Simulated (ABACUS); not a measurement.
NaCl:

```xyz
2
Lattice="0.0000 2.7941 2.7941 2.7941 0.0000 2.7941 2.7941 2.7941 0.0000" Properties=species:S:1:pos:R:3 pbc="T T T"
Cl    2.7941    2.7941    2.7941
Na    0.0000    0.0000    0.0000
```

The cell is a database's computed one.

Base run:

```yaml
Program: ABACUS 3.10.1
Functional: PW91
Potentials_or_basis: PseudoDojo NC SR 0.5 PBE stringent
Cutoff: 1211 eV
Density_cutoff: 4844 eV
Basis: plane waves
k_mesh: 6 × 6 × 6
Occupations: fermi-dirac, width 0.05 eV
Spin: no spin polarisation
```

Its results: band gap on the k mesh 5.22 eV, direct; pressure 1.5 GPa.

Task: The run is repeated on the same cell with these changes: functional from PW91 to rPW86PBE; potentials or basis from PseudoDojo NC SR 0.5 PBE stringent to SPMS ONCV 1.0 PBE. What comes out?

Result: Band gap on the k mesh 5.13 eV, direct; pressure 2.1 GPa.

Caveats: the potentials were made for another functional, which shifts forces and pressure.

A k mesh can miss the band edges.

Not every run made on this cell is shown here.
